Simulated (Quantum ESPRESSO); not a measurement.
# Bi (C2/m) in Quantum ESPRESSO: reference runs

Aim: a first look at Bi with PBE, on the cell as given and on a disturbed one.

Everything below comes from runs of Quantum ESPRESSO 7.5. Logs are shortened: lines on timing, memory, paths and dates and some standing lists are left out, and cuts for length are marked.

## Step 1: The structure

It takes space group C2/m (No. 12, monoclinic). Conventional cell: a = 6.977 Å, b = 6.265 Å, c = 3.359 Å, α = 90.00°, β = 112.04°, γ = 90.00°. Around Bi (site symmetry m) lie 6 Bi at 3.21 to 3.45 Å.

This isn't the form of Bi at room conditions, which is rhombohedral.

## Step 2: Single point, PBE

Contents of pw.in:

```
&CONTROL
  calculation = 'scf'
  prefix = 'pwscf'
  outdir = './tmp'
  pseudo_dir = './pseudo'
  tprnfor = .true.
  tstress = .true.
  disk_io = 'low'
/
&SYSTEM
  ibrav = 0
  nat = 2
  ntyp = 1
  ecutwfc = 55
  ecutrho = 440
  nbnd = 22
  occupations = 'smearing'
  smearing = 'fd'
  degauss = 0.00367493
/
&ELECTRONS
  conv_thr = 4d-10
  electron_maxstep = 120
  mixing_beta = 0.5
/
ATOMIC_SPECIES
Bi   208.9804 Bi_pbe_v1.uspp.F.UPF
CELL_PARAMETERS angstrom
   3.4885980000   -3.1325780000    0.0000000000
   3.4885980000    3.1325780000    0.0000000000
  -1.2602350000    0.0000000000    3.1135500000
ATOMIC_POSITIONS crystal
Bi     0.7530610000    0.7530610000    0.8573820000
Bi     0.2469390000    0.2469390000    0.1426180000
K_POINTS automatic
6 6 9 0 0 0
```

Contents of pp_density.in:

```
&INPUTPP
  prefix = 'pwscf'
  outdir = './tmp'
  filplot = 'density.dat'
  plot_num = 0
/
&PLOT
  nfile = 1
  filepp(1) = 'density.dat'
  iflag = 3
  output_format = 6
  fileout = 'density.cube'
/
```

Contents of pp_potential.in:

```
&INPUTPP
  prefix = 'pwscf'
  outdir = './tmp'
  filplot = 'potential.dat'
  plot_num = 11
/
&PLOT
  nfile = 1
  filepp(1) = 'potential.dat'
  iflag = 3
  output_format = 6
  fileout = 'potential.cube'
/
```

Potentials or basis: SSSP 1.3 efficiency PBE.

Started as:

```console
OMP_NUM_THREADS=2 pw.x -in pw.in > pw.out
OMP_NUM_THREADS=2 pp.x -in pp_density.in > pp_density.out
OMP_NUM_THREADS=2 pp.x -in pp_potential.in > pp_potential.out
```

pw.out:

```text
This program is part of the open-source Quantum ESPRESSO suite
     for quantum simulation of materials; please cite
[... 9 lines left out ...]
     --------------------
     sticks:   dense  smooth     PW     G-vecs:    dense   smooth      PW
     Sum        2735    1353    407                71513    25233    4111

     Using Slab Decomposition

     bravais-lattice index     =            0
     lattice parameter (alat)  =       8.8602  a.u.
     unit-cell volume          =     459.2353 (a.u.)^3
     number of atoms/cell      =            2
     number of atomic types    =            1
     number of electrons       =        30.00
     number of Kohn-Sham states=           22
     kinetic-energy cutoff     =      55.0000  Ry
     charge density cutoff     =     440.0000  Ry
     scf convergence threshold =      4.0E-10
     mixing beta               =       0.5000
     number of iterations used =            8  plain     mixing
     Exchange-correlation= SLA  PW   PBE  PBE
                           (   1   4   3   4   0   0   0)

     celldm(1)=   8.860249  celldm(2)=   0.000000  celldm(3)=   0.000000
     celldm(4)=   0.000000  celldm(5)=   0.000000  celldm(6)=   0.000000

     crystal axes: (cart. coord. in units of alat)
               a(1) = (   0.744053  -0.668121   0.000000 )
               a(2) = (   0.744053   0.668121   0.000000 )
               a(3) = (  -0.268785   0.000000   0.664062 )

     reciprocal axes: (cart. coord. in units 2 pi/alat)
               b(1) = (  0.671995 -0.748368  0.271996 )
               b(2) = (  0.671995  0.748368  0.271996 )
               b(3) = ( -0.000000  0.000000  1.505883 )

     PseudoPot. # 1 for Bi read from file:
     Bi_pbe_v1.uspp.F.UPF
     Pseudo is Ultrasoft + core correction, Zval = 15.0
     Generated by new atomic code, or converted to UPF format
     Using radial grid of  899 points,  6 beta functions with:
                l(1) =   0
                l(2) =   0
                l(3) =   1
                l(4) =   1
                l(5) =   2
                l(6) =   2
     Q(r) pseudized with  6 coefficients,  rinner =    1.000   1.000   1.000
                                                       1.000   1.000

     atomic species   valence    mass     pseudopotential
     Bi               15.00   208.98040     Bi( 1.00)

      4 Sym. Ops., with inversion, found

   Cartesian axes

     site n.     atom                  positions (alat units)
         1        Bi     tau(   1) = (   0.8901835  -0.0000000   0.5693550  )
         2        Bi     tau(   2) = (   0.3291379   0.0000000   0.0947072  )

     number of k points=    97  Fermi-Dirac smearing, width (Ry)=  0.0037
                       cart. coord. in units 2pi/alat
        k(    1) = (   0.0000000   0.0000000   0.0000000), wk =   0.0061728
        k(    2) = (   0.0000000   0.0000000   0.1673203), wk =   0.0123457
        k(    3) = (   0.0000000   0.0000000   0.3346406), wk =   0.0123457
        k(    4) = (   0.0000000   0.0000000   0.5019610), wk =   0.0123457
        k(    5) = (   0.0000000   0.0000000   0.6692813), wk =   0.0123457
        k(    6) = (   0.1119992   0.1247280   0.0453326), wk =   0.0246914
[... 89 lines left out ...]
        k(   96) = (  -0.6719951   0.0000000   0.2299654), wk =   0.0123457
        k(   97) = (  -0.6719951   0.0000000   0.3972857), wk =   0.0123457

     Dense  grid:    71513 G-vectors     FFT dimensions: (  60,  60,  45)

     Smooth grid:    25233 G-vectors     FFT dimensions: (  45,  45,  30)

     Check: negative core charge=   -0.000002

     Initial potential from superposition of free atoms

     starting charge      27.9999, renormalised to      30.0000

     negative rho (up, down):  8.873E-02 0.000E+00
     Starting wfcs are   18 randomized atomic wfcs +    4 random wfcs

     Self-consistent Calculation

     iteration #  1     ecut=    55.00 Ry     beta= 0.50
     Davidson diagonalization with overlap
     ethr =  1.00E-02,  avg # of iterations =  7.1

     negative rho (up, down):  8.239E-02 0.000E+00

     total energy              =    -370.32323326 Ry
     estimated scf accuracy    <       1.35732893 Ry

     iteration #  2     ecut=    55.00 Ry     beta= 0.50
     Davidson diagonalization with overlap
     ethr =  4.52E-03,  avg # of iterations =  2.0

     negative rho (up, down):  8.367E-02 0.000E+00

     total energy              =    -370.53308230 Ry
     estimated scf accuracy    <       0.03111748 Ry
[... 46 lines left out ...]
     iteration #  8     ecut=    55.00 Ry     beta= 0.50
     Davidson diagonalization with overlap
     ethr =  4.77E-10,  avg # of iterations =  1.8

     negative rho (up, down):  8.528E-02 0.000E+00

     total energy              =    -370.54201432 Ry
     estimated scf accuracy    <       0.00000002 Ry

     iteration #  9     ecut=    55.00 Ry     beta= 0.50
     Davidson diagonalization with overlap
     ethr =  7.86E-11,  avg # of iterations =  2.2

     negative rho (up, down):  8.528E-02 0.000E+00

     End of self-consistent calculation

          k = 0.0000 0.0000 0.0000 (  3181 PWs)   bands (ev):

   -12.6290 -12.5997 -12.5558 -12.5332 -12.4511 -12.4268 -12.4125 -12.4013
   -12.3710 -12.2809  -2.7494   1.1690   7.2839   7.5640  13.1293  13.4143
    14.0824  14.4556  14.6163  17.0664  18.5841  19.0861

          k = 0.0000 0.0000 0.1673 (  3167 PWs)   bands (ev):

   -12.6235 -12.5773 -12.5296 -12.5291 -12.4581 -12.4345 -12.4216 -12.4088
   -12.3729 -12.2849  -2.5773   1.2177   7.3968   7.8296  12.2970  13.3059
    13.3416  13.5583  14.0996  17.7470  18.7609  18.8054

          k = 0.0000 0.0000 0.3346 (  3168 PWs)   bands (ev):

   -12.6089 -12.5224 -12.5184 -12.4753 -12.4699 -12.4502 -12.4446 -12.4225
   -12.3782 -12.2964  -2.0761   1.3491   7.7232   8.5239   9.8006  11.3791
    12.8761  13.5425  14.3128  17.5949  17.7026  19.0413
[... 355 lines left out ...]
          k =-0.1120-0.3742-0.3800 (  3175 PWs)   bands (ev):

   -12.5527 -12.5437 -12.5271 -12.4861 -12.4664 -12.4259 -12.4215 -12.4070
   -12.3940 -12.3582  -1.0490  -0.2286   8.2453   9.3013   9.4000  11.1403
    11.2730  12.0761  17.7597  18.6839  19.3265  19.5990

          k =-0.1120-0.3742-0.2127 (  3180 PWs)   bands (ev):

   -12.5848 -12.5675 -12.5499 -12.4764 -12.4629 -12.4310 -12.4169 -12.4010
   -12.3941 -12.3517  -1.6006  -0.3714   7.3461   9.1063  10.2940  12.0850
    12.7829  13.2097  17.0750  19.4491  20.0149  21.0692

          k = 0.0000-0.2495 0.0000 (  3180 PWs)   bands (ev):

   -12.6084 -12.5947 -12.5736 -12.5107 -12.4409 -12.4277 -12.4036 -12.4007
   -12.3876 -12.3111  -2.3760   0.4326   6.8369   8.9966  10.7608  13.8230
    14.3161  14.4745  14.6611  17.6870  18.8747  18.8866

          k = 0.0000-0.2495 0.1673 (  3175 PWs)   bands (ev):

   -12.5971 -12.5814 -12.5533 -12.5074 -12.4439 -12.4353 -12.4110 -12.4069
   -12.3893 -12.3122  -2.2065   0.4980   7.1058   9.0452  10.7722  12.6968
    13.0387  13.7929  14.8775  18.3207  19.5171  19.6520

          k = 0.0000-0.2495 0.3346 (  3182 PWs)   bands (ev):

   -12.5901 -12.5334 -12.5185 -12.4985 -12.4599 -12.4372 -12.4214 -12.4138
   -12.3943 -12.3174  -1.7143   0.6865   7.8199   8.9140  10.0997  10.6066
    12.0715  13.2677  15.5029  17.8063  18.1191  19.9300

          k = 0.0000-0.2495 0.5020 (  3164 PWs)   bands (ev):

   -12.5871 -12.5213 -12.5053 -12.4877 -12.4798 -12.4321 -12.4071 -12.4006
   -12.3748 -12.3267  -0.9758   0.9313   7.4432   8.0920   9.5297  10.2763
    12.3215  12.7792  16.0257  16.6274  17.5933  18.4457

          k = 0.0000-0.2495 0.6693 (  3167 PWs)   bands (ev):

   -12.5868 -12.5348 -12.5102 -12.4940 -12.4770 -12.4278 -12.4072 -12.3736
   -12.3419 -12.3282  -0.2592   1.0444   6.2638   7.1932  10.5196  10.7230
    12.1662  12.5548  15.9898  16.1382  16.6868  17.8634

          k = 0.4480 0.0000 0.1813 (  3162 PWs)   bands (ev):

   -12.6047 -12.5943 -12.4925 -12.4707 -12.4480 -12.4445 -12.4226 -12.4101
   -12.3895 -12.3808  -1.5439  -0.3104   5.7827   6.9538  12.5985  13.5028
    14.6286  15.3005  17.4923  18.6477  19.6496  20.7943

          k = 0.4480 0.0000 0.3487 (  3171 PWs)   bands (ev):

   -12.5877 -12.5785 -12.4714 -12.4657 -12.4544 -12.4482 -12.4256 -12.4186
   -12.4030 -12.3838  -1.1782  -0.3236   5.8015   6.4669  11.2182  13.6976
    14.8481  15.5057  18.5130  19.7747  19.8644  20.7116

          k = 0.4480 0.0000 0.5160 (  3164 PWs)   bands (ev):
[... 113 lines left out ...]
          k =-0.0000-0.4989 0.5020 (  3162 PWs)   bands (ev):

   -12.5596 -12.5367 -12.5031 -12.4816 -12.4538 -12.4341 -12.4200 -12.4104
   -12.3719 -12.3496  -0.1340   0.1296   6.9932   8.3873   8.5150   9.3975
    13.1584  13.4907  16.8200  17.2851  17.9578  19.2361

          k =-0.0000-0.4989 0.6693 (  3145 PWs)   bands (ev):

   -12.5696 -12.5438 -12.5138 -12.4884 -12.4460 -12.4380 -12.4085 -12.4034
   -12.3419 -12.3265   0.3715   0.5002   6.3819   6.9636   9.7004  10.0977
    12.3262  12.7041  16.0870  16.2984  17.3747  18.3187

          k =-0.6720 0.0000-0.2720 (  3146 PWs)   bands (ev):

   -12.6084 -12.5983 -12.4493 -12.4478 -12.4449 -12.4395 -12.4304 -12.4220
   -12.4131 -12.4034  -0.9082  -0.6516   5.4287   5.4456  13.4936  14.2332
    15.5234  15.8776  19.2123  20.0798  20.4946  20.7386

          k =-0.6720 0.0000-0.1047 (  3155 PWs)   bands (ev):

   -12.5867 -12.5815 -12.4567 -12.4503 -12.4471 -12.4352 -12.4307 -12.4261
   -12.4220 -12.4000  -0.8316  -0.5042   5.6258   5.7265  11.5215  14.1355
    15.3416  15.6843  19.0902  19.6217  20.6316  20.6654

          k =-0.6720 0.0000 0.0626 (  3157 PWs)   bands (ev):

   -12.5505 -12.5376 -12.4764 -12.4627 -12.4536 -12.4420 -12.4335 -12.4283
   -12.4153 -12.3831  -0.5960  -0.0906   6.1975   6.5052   9.3827  11.7416
    14.7352  14.7780  18.5862  19.5326  20.0256  20.1820

          k =-0.6720 0.0000 0.2300 (  3147 PWs)   bands (ev):

   -12.5399 -12.5049 -12.4997 -12.4803 -12.4713 -12.4509 -12.4233 -12.4227
   -12.3745 -12.3537  -0.2298   0.4773   7.0640   7.1161   8.3933   9.3897
    13.1066  13.7835  17.6109  18.5384  19.1738  19.7395

          k =-0.6720 0.0000 0.3973 (  3133 PWs)   bands (ev):

   -12.5453 -12.5157 -12.4991 -12.4906 -12.4853 -12.4530 -12.4194 -12.4063
   -12.3395 -12.3262   0.1045   0.9238   6.6240   7.7848   7.9387   9.5525
    11.7282  12.3761  16.6016  18.6874  18.7517  19.6631

     the Fermi energy is    10.3448 ev

!    total energy              =    -370.54201433 Ry
     estimated scf accuracy    <          2.7E-10 Ry
     smearing contrib. (-TS)   =      -0.00060102 Ry
     internal energy E=F+TS    =    -370.54141331 Ry

     The total energy is F=E-TS. E is the sum of the following terms:
     one-electron contribution =    -100.09368710 Ry
     hartree contribution      =      68.73220722 Ry
     xc contribution           =    -129.22248867 Ry
     ewald contribution        =    -209.95744476 Ry

     convergence has been achieved in   9 iterations

     negative rho (up, down):  8.528E-02 0.000E+00

     Forces acting on atoms (cartesian axes, Ry/au):

     atom    1 type  1   force =     0.00153463   -0.00000000    0.00055838
     atom    2 type  1   force =    -0.00153463    0.00000000   -0.00055838

     Total force =     0.002309     Total SCF correction =     0.000011

     Computing stress (Cartesian axis) and pressure

     negative rho (up, down):  8.528E-02 0.000E+00
          total   stress  (Ry/bohr**3)                   (kbar)     P=       -1.49
  -0.00000998  -0.00000000  -0.00001750           -1.47       -0.00       -2.58
  -0.00000000  -0.00005819   0.00000000           -0.00       -8.56        0.00
  -0.00001750   0.00000000   0.00003769           -2.58        0.00        5.54

=------------------------------------------------------------------------------=
   JOB DONE.
=------------------------------------------------------------------------------=
```

Wall time 3.8 min (2 threads of Arm Neoverse V1, shared host); peak memory 0.38 GiB.

Results:

```yaml
Free_energy: -5041.4809 eV
Pressure: -0.1 GPa
Largest_force: 0.042 eV/Å
Band_gap_on_the_k_mesh: none (metal or under the smearing width)
```

Forces on the atoms (eV/Å):
```
Bi   0.039  0.000  0.014
Bi  -0.039  0.000 -0.014
```

Caveat: spin-orbit coupling is left out, which moves the levels of the heavy elements.

(Part 1 of 2 ends here.)
